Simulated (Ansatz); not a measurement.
## Residual resistivity of an alloy: Zr(0001) with 2 layers of random Zr-Hf, 2x2

Aim: the residual resistivity of a random alloy, from Zr(0001) with 2 layers of random Zr-Hf, 2x2 and longer regions.

Calculated with Ansatz 0.2.0; Ansatz plane-wave DFT, PBE, PAW files; ballistic transport by layer matching (Landauer), zero bias; PAW set soft_1.

### 1. The starting structure

The cell holds 48 atoms: 47 Zr and 1 Hf. Its edges and angles: a = 6.464 Å, b = 6.464 Å, c = 30.882 Å, α = 90.0°, β = 90.0°, γ = 120.0°. It derives from Zr. Regions: lead, 40 atoms (40 Zr); scattering region, 8 atoms (7 Zr and 1 Hf). The structure is stacked along c, and the current runs across the ab planes.

### 2. With 2 alloy layers

In 2 layers a share of 0.125 of the sites is given to Hf at random. The layers about the cell's end stay perfect and serve as the lead. Energies from -0.05 to 0.05 eV in steps of 0.05 eV are too few for the program's thermal sum, so it prints no conductance; for a metal the transmission near the Fermi level serves, at a fraction of the cost.

The input, input.yaml:

```yaml
crystal:
  lattice:
    - [6.464, 0.0, 0.0]
    - [-3.232, 5.5979882101, 0.0]
    - [0.0, 0.0, 30.882]
  atoms:
    - { symbol: Zr, position: [0.1666666667, 0.3333333333, 0.0416666667] }
    - { symbol: Zr, position: [0.1666666667, 0.8333333333, 0.0416666667] }
    - { symbol: Zr, position: [0.6666666667, 0.3333333333, 0.0416666667] }
    - { symbol: Zr, position: [0.6666666667, 0.8333333333, 0.0416666667] }
    - { symbol: Zr, position: [0.3333333333, 0.1666666667, 0.125] }
    - { symbol: Zr, position: [0.3333333333, 0.6666666667, 0.125] }
    - { symbol: Zr, position: [0.8333333333, 0.1666666667, 0.125] }
    - { symbol: Zr, position: [0.8333333333, 0.6666666667, 0.125] }
    - { symbol: Zr, position: [0.1666666667, 0.3333333333, 0.2083333333] }
    - { symbol: Zr, position: [0.1666666667, 0.8333333333, 0.2083333333] }
    - { symbol: Zr, position: [0.6666666667, 0.3333333333, 0.2083333333] }
    - { symbol: Zr, position: [0.6666666667, 0.8333333333, 0.2083333333] }
    - { symbol: Zr, position: [0.3333333333, 0.1666666667, 0.2916666667] }
    - { symbol: Zr, position: [0.3333333333, 0.6666666667, 0.2916666667] }
    - { symbol: Zr, position: [0.8333333333, 0.1666666667, 0.2916666667] }
    - { symbol: Zr, position: [0.8333333333, 0.6666666667, 0.2916666667] }
    - { symbol: Zr, position: [0.1666666667, 0.3333333333, 0.375] }
    - { symbol: Zr, position: [0.1666666667, 0.8333333333, 0.375] }
    - { symbol: Zr, position: [0.6666666667, 0.3333333333, 0.375] }
    - { symbol: Zr, position: [0.6666666667, 0.8333333333, 0.375] }
    - { symbol: Zr, position: [0.3333333333, 0.1666666667, 0.4583333333] }
    - { symbol: Zr, position: [0.3333333333, 0.6666666667, 0.4583333333] }
    - { symbol: Zr, position: [0.8333333333, 0.1666666667, 0.4583333333] }
    - { symbol: Zr, position: [0.8333333333, 0.6666666667, 0.4583333333] }
    - { symbol: Zr, position: [0.1666666667, 0.3333333333, 0.5416666667] }
    - { symbol: Zr, position: [0.1666666667, 0.8333333333, 0.5416666667] }
    - { symbol: Hf, position: [0.6666666667, 0.3333333333, 0.5416666667] }
    - { symbol: Zr, position: [0.6666666667, 0.8333333333, 0.5416666667] }
    - { symbol: Zr, position: [0.3333333333, 0.1666666667, 0.625] }
    - { symbol: Zr, position: [0.3333333333, 0.6666666667, 0.625] }
    - { symbol: Zr, position: [0.8333333333, 0.1666666667, 0.625] }
    - { symbol: Zr, position: [0.8333333333, 0.6666666667, 0.625] }
    - { symbol: Zr, position: [0.1666666667, 0.3333333333, 0.7083333333] }
    - { symbol: Zr, position: [0.1666666667, 0.8333333333, 0.7083333333] }
    - { symbol: Zr, position: [0.6666666667, 0.3333333333, 0.7083333333] }
    - { symbol: Zr, position: [0.6666666667, 0.8333333333, 0.7083333333] }
    - { symbol: Zr, position: [0.3333333333, 0.1666666667, 0.7916666667] }
    - { symbol: Zr, position: [0.3333333333, 0.6666666667, 0.7916666667] }
    - { symbol: Zr, position: [0.8333333333, 0.1666666667, 0.7916666667] }
    - { symbol: Zr, position: [0.8333333333, 0.6666666667, 0.7916666667] }
    - { symbol: Zr, position: [0.1666666667, 0.3333333333, 0.875] }
    - { symbol: Zr, position: [0.1666666667, 0.8333333333, 0.875] }
    - { symbol: Zr, position: [0.6666666667, 0.3333333333, 0.875] }
    - { symbol: Zr, position: [0.6666666667, 0.8333333333, 0.875] }
    - { symbol: Zr, position: [0.3333333333, 0.1666666667, 0.9583333333] }
    - { symbol: Zr, position: [0.3333333333, 0.6666666667, 0.9583333333] }
    - { symbol: Zr, position: [0.8333333333, 0.1666666667, 0.9583333333] }
    - { symbol: Zr, position: [0.8333333333, 0.6666666667, 0.9583333333] }
kpoints:
  mp_grid: { grid: [4, 4, 1] }
hamiltonian:
  xc: pbe
  pseudopotentials: { kind: paw, azcp: { folder: soft_1 } }
scf:
  occupations: { method: fermi_dirac, width: 0.1 }
output:
  transmission: { leads: [[0, 8]], kmesh: [8, 8], e_range: [-0.05, 0.05], de: 0.05 }
  write_potential: true
  write_density: true
  volumetric_format: npy
```

Launch:

```bash
$ ansatz run input.yaml --threads 4 --pin off --max-ram 15360MiB --backend cpu --events-out ev --progress --plain --runs-dir out
```

Numbers of over 12 decimals in the logs are rounded to 6 here.

What it wrote:

```text
Engine: ansatz 0.2.0, aarch64-unknown-linux-gnu
Pseudopotentials: kind: paw
Pseudopotential: Zr, paw, valence charge 12, recommended cutoff 420 eV (normal), soft_1/Zr.paw.azcp
Pseudopotential: Hf, paw, valence charge 26, recommended cutoff 420 eV (normal), soft_1/Hf.paw.azcp
Functional definition: PBE
  parameter kappa = 0.804
  parameter beta = 0.066725
  exchange = pbe_x(kappa = kappa, mu = beta*pi^2/3)
  correlation = pbe_c(beta = beta)
Crystal: 48 atoms, lattice volume = 1117.477 Å³
Basis set: ecut = 420 eV, 21835 PW (Γ)
Bands: 354, of which v1, the nominal top of the filled ones, is band 295 counted from 1 (294 counted from 0)
Symmetry: 12 space group operations
Space group: P-6m2 (ITA 187), of the structure as read, at distance tolerance 1.0e-4 Å
k-points: 4 of 16 (time reversal used)
Non-local potential: Zr, projectors of the file, l = 0: 3, l = 1: 2, l = 2: 2, l = 3: 1
Non-local potential: Hf, projectors of the file, l = 0: 3, l = 1: 2, l = 2: 2, l = 3: 3
PAW form: soft (Blöchl's): semilocal exchange-correlation on the pseudo side does not see the compensation charge
PAW one-centre angular grid: Zr, 590 points (default); XC on 64 Gauss nodes
PAW one-centre angular grid: Hf, 590 points (default); XC on 64 Gauss nodes
Initial density: superposition of atomic densities (chi_scale 0.1, normalization cell, long waves kept (reshape's long-wave potential 0.12 eV rms))
Initial wavefunctions: pseudopotential atomic-orbital guess
Functional: x = pbe(κ = 0.804, μ = 0.219515), c = pbe(β = 0.066725)
SCF iter   1: F=—  HF=-212368.726208 eV  |F-HF|=—  |Δ(HF+E_count)|=         —  Δρ=2.91e-2  dr2=5.23e1  ethr=3.10e-3  ⟨swp⟩=6.0  Hψ=4657  notcnv=0
preconditioner: auto → Kerker (q_TF=auto, 2.453 Å⁻¹)  [metal: Δε(μ)=0.021 eV  Ē_g=3.216 eV  σ=0.100 eV  W_gap=0.05  n_scr=294 (ndim 8)  ℏωp=15.9 eV  f_vac=0.000  D(μ)=44.75/eV (n_scr^D=380)]
SCF iter   2: F=—  HF=-212365.694632 eV  |F-HF|=—  |Δ(HF+E_count)|=    3.03e0  Δρ=1.80e-2  dr2=7.97e0  ethr=3.10e-3  ⟨swp⟩=2.0  Hψ=1733  notcnv=0
SCF iter   3: F=—  HF=-212364.515895 eV  |F-HF|=—  |Δ(HF+E_count)|=    1.18e0  Δρ=4.34e-3  dr2=5.76e-1  ethr=1.35e-3  ⟨swp⟩=2.2  Hψ=2065  notcnv=0
SCF iter   4: F=—  HF=-212364.498139 eV  |F-HF|=—  |Δ(HF+E_count)|=   1.78e-2  Δρ=2.71e-3  dr2=1.99e-1  ethr=9.77e-5  ⟨swp⟩=2.0  Hψ=2707  notcnv=0
SCF iter   5: F=—  HF=-212364.428249 eV  |F-HF|=—  |Δ(HF+E_count)|=   6.99e-2  Δρ=8.67e-4  dr2=6.59e-3  ethr=3.38e-5  ⟨swp⟩=2.5  Hψ=2597  notcnv=0
SCF iter   6: F=—  HF=-212364.426753 eV  |F-HF|=—  |Δ(HF+E_count)|=   1.50e-3  Δρ=1.77e-4  dr2=1.77e-3  ethr=1.12e-6  ⟨swp⟩=3.8  Hψ=3569  notcnv=0
SCF iter   7: F=—  HF=-212364.426760 eV  |F-HF|=—  |Δ(HF+E_count)|=   7.57e-6  Δρ=5.16e-5  dr2=1.60e-4  ethr=3.00e-7  ⟨swp⟩=2.0  Hψ=1444  notcnv=0
SCF iter   8: F=—  HF=-212364.426718 eV  |F-HF|=—  |Δ(HF+E_count)|=   4.25e-5  Δρ=1.40e-5  dr2=6.25e-6  ethr=2.71e-8  ⟨swp⟩=1.2  Hψ=1417  notcnv=0
SCF iter   9: F=—  HF=-212364.426866 eV  |F-HF|=—  |Δ(HF+E_count)|=   1.48e-4  Δρ=6.06e-6  dr2=2.51e-6  ethr=1.06e-9  ⟨swp⟩=2.5  Hψ=2716  notcnv=0
SCF iter  10: F=—  HF=-212364.426866 eV  |F-HF|=—  |Δ(HF+E_count)|=   2.42e-7  Δρ=2.13e-6  dr2=7.82e-7  ethr=4.25e-10  ⟨swp⟩=2.2  Hψ=2717  notcnv=0
SCF iter  11: F=-212364.426866 eV  HF=-212364.426866 eV  |F-HF|=7.82e-8  |Δ(HF+E_count)|=   2.59e-9  Δρ=1.42e-6  dr2=8.86e-8  ethr=1.69e-11  ⟨swp⟩=5.5  Hψ=4359  notcnv=0
SCF 1 converged in 11 iterations: F = -212364.426866 eV  dr2 = 8.86e-8
  greatest PAW one-centre occupation: 0.999 electrons in one spin orbital (limit 2), on the Hf atom at site 26 (counted from 0), in its partial waves of l = 0
transmission: 57 of 490 steps passed
transmission: 102 of 490 steps passed
[...]
transmission: 490 of 490 steps passed
SCF converged after 11 iterations
Free energy (F): -212364.426866 eV
Harris-Foulkes:  -212364.426866 eV  (|F-HF|=7.82e-8)
Internal energy: -212362.706284 eV  (E = F + TS)
E sigma→0 (E₀):  -212363.566575 eV
Entropy (-TS):   -1.720582 eV (-35.845 meV/atom)
Fermi energy:    14.034487 eV
--- Per-component energies (eV) ---
  E_band       = -4645.549787
  E_kinetic    = 15243.211340
  E_local      = -38302.299469  (includes V_loc(G=0)·N_el)
  E_nonlocal   = 3585.720504
  E_hartree    = 14074.741892
  E_xc         = -7528.782324
  E_vxc        = -8835.343285  (∫ρ·V_xc dr)
  E_paw        = -146998.471284  (= ΣΔE_a)
  E_vpaw       = -4486.310899  (= ΣTr[D̂ρ^β])
  E_aug_tail   = -0.001097  (compensation charges beyond the density's cutoff)
  E_ewald      = -52436.825846
  E_smearing   = -1.720582  (= −TS)
  E_closure    = 0.000000  (closes the sum)
  Σ components = -212364.426866   (vs F -212364.426866, Δ=0.00e0)
--- Band table (eV) ---
  k-point 0: bands = [... 291 lower, 14.5893, 14.7131, 14.7131, 14.7184, 14.7184, 14.7764, 14.7764, 14.7774, ... 55 higher]
  k-point 1: bands = [... 291 lower, 14.2182, 14.2449, 14.2501, 14.2535, 14.2536, 14.2622, 14.2631, 14.4030, ... 55 higher]
  k-point 2: bands = [... 291 lower, 13.6868, 13.6932, 13.6954, 13.7020, 13.9663, 13.9815, 13.9836, 13.9852, ... 55 higher]
  k-point 3: bands = [... 291 lower, 13.5602, 13.5679, 13.7353, 13.7393, 13.9814, 13.9847, 13.9877, 13.9908, ... 55 higher]
--- Transmission ---
  basis      : 313 plane waves across, 49 finite elements along
  points     : 10, standing for a mesh of 8 x 8
  energies   : 3 from -0.050000 to 0.050000 eV about the Fermi level, 0.050000 eV apart; the leads are filled to 0.000000 eV, and channels, transmission and decay are at 0.000000 eV
  crystal 0  : Zr8, at the sites [0, 8], period 5.1470 Å, over 28.31 Å; its Hamiltonian steps by up to 1.6 meV
    offset         : up to 0.0000 Å between an atom of the period and one for which it stands
    channels       : 2.625000e0 a spin
    conductance    : none, the energies end too early or step too widely for 300 K: set another output.transmission.e_range or a lower de, or, where they end at an eighth of basis.ecutwfc, a higher one
    slowest decay  : 0.0516 /Å at (0.0000, 0.0000)
  junction   : crystal 0 to crystal 0, 1.88 to 27.61 Å
    transmission   : 2.583011e0 a spin
    conductance    : none, the energies end too early or step too widely for 300 K: set another output.transmission.e_range or a lower de, or, where they end at an eighth of basis.ecutwfc, a higher one
```

It took 5 min on 4 threads of Arm Neoverse V1, shared host; peak memory 5.3 GiB; 16 min of CPU time.

Reading the cycles: dr2 is the Hartree energy of the density residual (eV), the measure of convergence; HF is the Harris–Foulkes estimate of the energy, which meets the free energy F at convergence.

This step gave:

```
free energy                                    : -212364.4269 eV
energy at zero smearing                        : -212363.5666 eV
Fermi energy                                   : 14.03 eV
cell area                                      : 36.19 Å²
transmission per spin nearest the Fermi level  : 2.583
open channels per spin nearest the Fermi level : 2.625
step of the lead's potential                   : 1.6 meV
```

Per spin. Table of transmission, zone mean by energy, zero at the Fermi level:

```
energy (eV)  transmission, zone mean
    -0.0500                     2.76
     0.0000                     2.58
     0.0500                     2.80
```

Per spin. The open channels, zone mean, lead by energy, zero at the Fermi level:

```
energy (eV)  open channels, zone mean, lead
    -0.0500                            2.81
     0.0000                            2.62
     0.0500                            2.84
```

Transmission over k1 and k2. At 0.0000 eV from the Fermi level.

Values, 8 rows by 8 columns:
```
1.98 3.97 3.89 3.89 3.97 1.98 1.91 1.91
1.98 3.89 2.00 2.00 2.00 3.89 1.98 1.91
1.98 3.89 2.00 1.99 1.99 2.00 3.89 1.98
3.95 3.97 2.00 1.99 0.00 1.99 2.00 3.97
1.98 1.98 3.89 2.00 1.99 1.99 2.00 3.89
1.98 1.91 1.98 3.89 2.00 2.00 2.00 3.89
1.98 1.91 1.91 1.98 3.97 3.89 3.89 3.97
3.95 1.98 1.98 1.98 3.95 1.98 1.98 1.98
```
Columns: k1 (b1) from -0.5 to 0.375; rows upwards: k2 (b2) from -0.5 to 0.375.

Open channels over k1 and k2. At 0.0000 eV from the Fermi level.

Ten even steps from '0' (0.00) to '9' (4.00):
```
59999555
59555955
59555595
99550559
55955559
55595559
55559999
95559555
```
Columns: k1 (b1) from -0.5 to 0.375; rows upwards: k2 (b2) from -0.5 to 0.375.

Over the solved energies the transmission per spin lies between 2.58 and 2.80, out of 2.76 channels of the lead on average (up to 2.84).

### 3. With 6 alloy layers

In 6 layers a share of 0.125 of the sites is given to Hf at random. A fresh draw is used; the growth of the resistance with length is what counts.

System of this step: Zr(0001) with 6 layers of random Zr-Hf, 2x2. The cell holds 64 atoms: 61 Zr and 3 Hf. Its edges and angles: a = 6.464 Å, b = 6.464 Å, c = 41.176 Å, α = 90.0°, β = 90.0°, γ = 120.0°. It derives from Zr. Regions: lead, 40 atoms (40 Zr); scattering region, 24 atoms (21 Zr and 3 Hf). The structure is stacked along c, and the current runs across the ab planes.

The input, input.yaml:

```yaml
crystal:
  lattice:
    - [6.464, 0.0, 0.0]
    - [-3.232, 5.5979882101, 0.0]
    - [0.0, 0.0, 41.176]
  atoms:
    - { symbol: Zr, position: [0.1666666667, 0.3333333333, 0.03125] }
    - { symbol: Zr, position: [0.1666666667, 0.8333333333, 0.03125] }
    - { symbol: Zr, position: [0.6666666667, 0.3333333333, 0.03125] }
    - { symbol: Zr, position: [0.6666666667, 0.8333333333, 0.03125] }
    - { symbol: Zr, position: [0.3333333333, 0.1666666667, 0.09375] }
    - { symbol: Zr, position: [0.3333333333, 0.6666666667, 0.09375] }
    - { symbol: Zr, position: [0.8333333333, 0.1666666667, 0.09375] }
    - { symbol: Zr, position: [0.8333333333, 0.6666666667, 0.09375] }
    - { symbol: Zr, position: [0.1666666667, 0.3333333333, 0.15625] }
    - { symbol: Zr, position: [0.1666666667, 0.8333333333, 0.15625] }
    - { symbol: Zr, position: [0.6666666667, 0.3333333333, 0.15625] }
    - { symbol: Zr, position: [0.6666666667, 0.8333333333, 0.15625] }
    - { symbol: Zr, position: [0.3333333333, 0.1666666667, 0.21875] }
    - { symbol: Zr, position: [0.3333333333, 0.6666666667, 0.21875] }
    - { symbol: Zr, position: [0.8333333333, 0.1666666667, 0.21875] }
    - { symbol: Zr, position: [0.8333333333, 0.6666666667, 0.21875] }
    - { symbol: Zr, position: [0.1666666667, 0.3333333333, 0.28125] }
    - { symbol: Zr, position: [0.1666666667, 0.8333333333, 0.28125] }
    - { symbol: Zr, position: [0.6666666667, 0.3333333333, 0.28125] }
    - { symbol: Zr, position: [0.6666666667, 0.8333333333, 0.28125] }
    - { symbol: Zr, position: [0.3333333333, 0.1666666667, 0.34375] }
    - { symbol: Hf, position: [0.3333333333, 0.6666666667, 0.34375] }
    - { symbol: Zr, position: [0.8333333333, 0.1666666667, 0.34375] }
    - { symbol: Zr, position: [0.8333333333, 0.6666666667, 0.34375] }
    - { symbol: Zr, position: [0.1666666667, 0.3333333333, 0.40625] }
    - { symbol: Zr, position: [0.1666666667, 0.8333333333, 0.40625] }
    - { symbol: Zr, position: [0.6666666667, 0.3333333333, 0.40625] }
    - { symbol: Zr, position: [0.6666666667, 0.8333333333, 0.40625] }
    - { symbol: Hf, position: [0.3333333333, 0.1666666667, 0.46875] }
    - { symbol: Zr, position: [0.3333333333, 0.6666666667, 0.46875] }
    - { symbol: Zr, position: [0.8333333333, 0.1666666667, 0.46875] }
    - { symbol: Zr, position: [0.8333333333, 0.6666666667, 0.46875] }
    - { symbol: Zr, position: [0.1666666667, 0.3333333333, 0.53125] }
    - { symbol: Hf, position: [0.1666666667, 0.8333333333, 0.53125] }
    - { symbol: Zr, position: [0.6666666667, 0.3333333333, 0.53125] }
    - { symbol: Zr, position: [0.6666666667, 0.8333333333, 0.53125] }
    - { symbol: Zr, position: [0.3333333333, 0.1666666667, 0.59375] }
    - { symbol: Zr, position: [0.3333333333, 0.6666666667, 0.59375] }
    - { symbol: Zr, position: [0.8333333333, 0.1666666667, 0.59375] }
    - { symbol: Zr, position: [0.8333333333, 0.6666666667, 0.59375] }
    - { symbol: Zr, position: [0.1666666667, 0.3333333333, 0.65625] }
    - { symbol: Zr, position: [0.1666666667, 0.8333333333, 0.65625] }
    - { symbol: Zr, position: [0.6666666667, 0.3333333333, 0.65625] }
    - { symbol: Zr, position: [0.6666666667, 0.8333333333, 0.65625] }
    - { symbol: Zr, position: [0.3333333333, 0.1666666667, 0.71875] }
    - { symbol: Zr, position: [0.3333333333, 0.6666666667, 0.71875] }
    - { symbol: Zr, position: [0.8333333333, 0.1666666667, 0.71875] }
    - { symbol: Zr, position: [0.8333333333, 0.6666666667, 0.71875] }
    - { symbol: Zr, position: [0.1666666667, 0.3333333333, 0.78125] }
    - { symbol: Zr, position: [0.1666666667, 0.8333333333, 0.78125] }
    - { symbol: Zr, position: [0.6666666667, 0.3333333333, 0.78125] }
    - { symbol: Zr, position: [0.6666666667, 0.8333333333, 0.78125] }
    - { symbol: Zr, position: [0.3333333333, 0.1666666667, 0.84375] }
    - { symbol: Zr, position: [0.3333333333, 0.6666666667, 0.84375] }
    - { symbol: Zr, position: [0.8333333333, 0.1666666667, 0.84375] }
    - { symbol: Zr, position: [0.8333333333, 0.6666666667, 0.84375] }
    - { symbol: Zr, position: [0.1666666667, 0.3333333333, 0.90625] }
    - { symbol: Zr, position: [0.1666666667, 0.8333333333, 0.90625] }
    - { symbol: Zr, position: [0.6666666667, 0.3333333333, 0.90625] }
    - { symbol: Zr, position: [0.6666666667, 0.8333333333, 0.90625] }
    - { symbol: Zr, position: [0.3333333333, 0.1666666667, 0.96875] }
    - { symbol: Zr, position: [0.3333333333, 0.6666666667, 0.96875] }
    - { symbol: Zr, position: [0.8333333333, 0.1666666667, 0.96875] }
    - { symbol: Zr, position: [0.8333333333, 0.6666666667, 0.96875] }
kpoints:
  mp_grid: { grid: [4, 4, 1] }
hamiltonian:
  xc: pbe
  pseudopotentials: { kind: paw, azcp: { folder: soft_1 } }
scf:
  occupations: { method: fermi_dirac, width: 0.1 }
output:
  transmission: { leads: [[0, 8]], kmesh: [8, 8], e_range: [-0.05, 0.05], de: 0.05 }
  write_potential: true
  write_density: true
  volumetric_format: npy
```

What it wrote:

```text
[...]
Crystal: 64 atoms, lattice volume = 1489.970 Å³
Basis set: ecut = 420 eV, 29117 PW (Γ)
Bands: 486, of which v1, the nominal top of the filled ones, is band 405 counted from 1 (404 counted from 0)
Symmetry: 1 space group operations
[...]
k-points: 10 of 16 (time reversal used)
[...]
SCF iter   1: F=—  HF=-302393.279412 eV  |F-HF|=—  |Δ(HF+E_count)|=         —  Δρ=3.41e-2  dr2=1.69e3  ethr=3.10e-3  ⟨swp⟩=7.2  Hψ=16634  notcnv=0
[...]
SCF iter  11: F=-302383.177879 eV  HF=-302383.177879 eV  |F-HF|=1.54e-8  |Δ(HF+E_count)|=   1.11e-7  Δρ=1.36e-6  dr2=3.51e-8  ethr=1.23e-11  ⟨swp⟩=10.7  Hψ=15360  notcnv=0
SCF 1 converged in 11 iterations: F = -302383.177879 eV  dr2 = 3.51e-8
[...]
transmission: 218 of 2176 steps passed
transmission: 438 of 2176 steps passed
[...]
transmission: 2176 of 2176 steps passed
SCF converged after 11 iterations
Free energy (F): -302383.177879 eV
[...]
Internal energy: -302380.971125 eV  (E = F + TS)
E sigma→0 (E₀):  -302382.074502 eV
Entropy (-TS):   -2.206755 eV (-34.481 meV/atom)
Fermi energy:    14.125324 eV
[...]
--- Band table (eV; the first three rows and the last of 10) ---
  k-point 0: bands = [... 401 lower, 14.7841, 14.7843, 14.7865, 14.7928, 14.7961, 14.8007, 14.8047, 14.8122, ... 77 higher]
  k-point 1: bands = [... 401 lower, 14.3001, 14.3558, 14.3588, 14.3626, 14.3668, 14.3718, 14.3732, 14.4294, ... 77 higher]
  k-point 2: bands = [... 401 lower, 13.7508, 13.7555, 13.7657, 13.7764, 13.9390, 13.9437, 13.9469, 13.9523, ... 77 higher]
  k-point 9: bands = [... 401 lower, 13.7504, 13.7545, 13.7656, 13.7759, 13.9356, 13.9432, 13.9526, 13.9532, ... 77 higher]
--- Transmission ---
  basis      : 313 plane waves across, 64 finite elements along
  points     : 34, standing for a mesh of 8 x 8
[...]
channels       : 2.625000e0 a spin
[...]
slowest decay  : 0.0490 /Å at (0.0000, 0.0000)
  junction   : crystal 0 to crystal 0, -1.88 to 34.15 Å
    transmission   : 2.487927e0 a spin
[...]
```

Elapsed: 22 min, on 4 threads; peak memory 8.8 GiB.

This step gave:

```
free energy                                   : -302383.1779 eV
energy at zero smearing                       : -302382.0745 eV
Fermi energy                                  : 14.13 eV
transmission per spin nearest the Fermi level : 2.488
step of the lead's potential                  : 1.8 meV
```

Per spin. Table of transmission, zone mean by energy, zero at the Fermi level:

```
energy (eV)  transmission, zone mean
    -0.0500                     2.66
     0.0000                     2.49
     0.0500                     2.74
```

Over the solved energies the transmission per spin lies between 2.49 and 2.74, out of 2.76 channels of the lead on average (up to 2.84).

(Part 1 of 2 ends here.)

[Logs are printed without paths, hosts, clocks, repeated set-up lines and the standing remarks that a program may print on its own settings, such as how far it seeks lower states.]

[Hosts, paths, dates, database ids (printed as entryN), source tags and the programs' standing remarks are cut or masked in the printed files.]
